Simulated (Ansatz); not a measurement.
# Sb: response to strain

Aim: deform Sb (equal xx and yy strain of +3 %) and compute stress, forces and field gradients with LAPW, PAW and all-electron datasets made for the crystal.

Program: Ansatz 0.2.0. Level of theory: DFT PBE, scalar-relativistic. These are calculated values, not measurements.

### Step 1. Starting point

The structure is tetragonal, space group I4/mmm (No. 139). The conventional cell has a = 3.010 Å, b = 3.010 Å, c = 4.960 Å, α = 90.00°, β = 90.00°, γ = 90.00°. Around Sb (site symmetry 4/mmm) lie 12 Sb at 3.01 to 3.27 Å.

Structure file:

```cif
data_structure
_symmetry_space_group_name_H-M 'I4/mmm'
_symmetry_Int_Tables_number 139
_cell_length_a 3.0100
_cell_length_b 3.0100
_cell_length_c 4.9600
_cell_angle_alpha 90.000
_cell_angle_beta 90.000
_cell_angle_gamma 90.000
_cell_volume 44.94
loop_
_atom_site_label
_atom_site_type_symbol
_atom_site_symmetry_multiplicity
_atom_site_Wyckoff_symbol
_atom_site_fract_x
_atom_site_fract_y
_atom_site_fract_z
_atom_site_occupancy
Sb1 Sb 2 a 0.00000 0.00000 0.00000 1
```

The file gives the conventional cell by its symmetry; the runs use the cell typed in the input.

### Step 2. After the deformation

Space group I4/mmm before, I4/mmm after.

### Step 3. LAPW, all electrons

input.yaml reads:

```yaml
crystal:
  lattice:
    - [-1.55015, 1.55015, 2.48]
    - [1.55015, -1.55015, 2.48]
    - [1.55015, 1.55015, -2.48]
  atoms:
    - { symbol: Sb, position: [0.0, 0.0, 0.0] }
kpoints:
  mp_grid: { grid: [19, 19, 19] }
  band_path:
    path:
      - [0.0, 0.0, 0.0]
      - [0.0, 0.0, 0.5]
      - [0.25, 0.25, 0.25]
      - [0.0, 0.5, 0.0]
      - [0.0, 0.0, 0.0]
      - [0.5, 0.5, -0.5]
      - [0.3476751521, 0.6523248479, -0.3476751521]
      - [-0.3476751521, 0.3476751521, 0.3476751521]
      - [0.0, 0.0, 0.0]
    npoints: 5
scf:
  occupations: { method: fermi_dirac, width: 0.05 }
hamiltonian:
  xc: pbe
  pseudopotentials: { kind: all_electron, lapw: { basis_error: 0.00025 } }
output:
  forces: true
  stress: true
  eigenvalues: true
```

Run with:

```console
ansatz run input.yaml --threads 1 --pin off --max-ram 3072MiB --backend cpu --events-out ev --progress --plain --runs-dir out
```

### Step 4. PAW with frozen cores

input.yaml reads:

```yaml
crystal:
  lattice:
    - [-1.55015, 1.55015, 2.48]
    - [1.55015, -1.55015, 2.48]
    - [1.55015, 1.55015, -2.48]
  atoms:
    - { symbol: Sb, position: [0.0, 0.0, 0.0] }
kpoints:
  mp_grid: { grid: [19, 19, 19] }
scf:
  occupations: { method: fermi_dirac, width: 0.05 }
hamiltonian:
  xc: pbe
  pseudopotentials: { kind: paw }
output:
  forces: true
  stress: true
  eigenvalues: true
  efg: { contact_densities: true }
```

### Step 5. Datasets made for this crystal

input.yaml: that of step 4 with these lines changed.

```diff
@@ -13,3 +13,3 @@
   xc: pbe
-  pseudopotentials: { kind: paw }
+  pseudopotentials: { kind: all_electron, datasets: crystal }
 output:
```

(Steps that only read results are left out.)

Before running it: what results should come out? Wanted: pressure; largest shear or deviatoric stress.

The runs gave:

| quantity | value |
| --- | --- |
| pressure | LAPW 11.82, PAW 11.82, crystal datasets 11.82 GPa |
| largest shear or deviatoric stress (LAPW) | 0.26 GPa |

The largest part of the stress beyond the pressure is 0.26 GPa in size, in the zz component. No run of the undeformed cell stands beside it, so the pressure holds what the given cell had before the change. PAW: stress within 0.01 GPa of LAPW. Crystal datasets: stress within 0.01 GPa of LAPW. Spin-orbit coupling is left out, though the cell holds Sb; in elements this heavy it can shift bands and gaps by tenths of an eV.
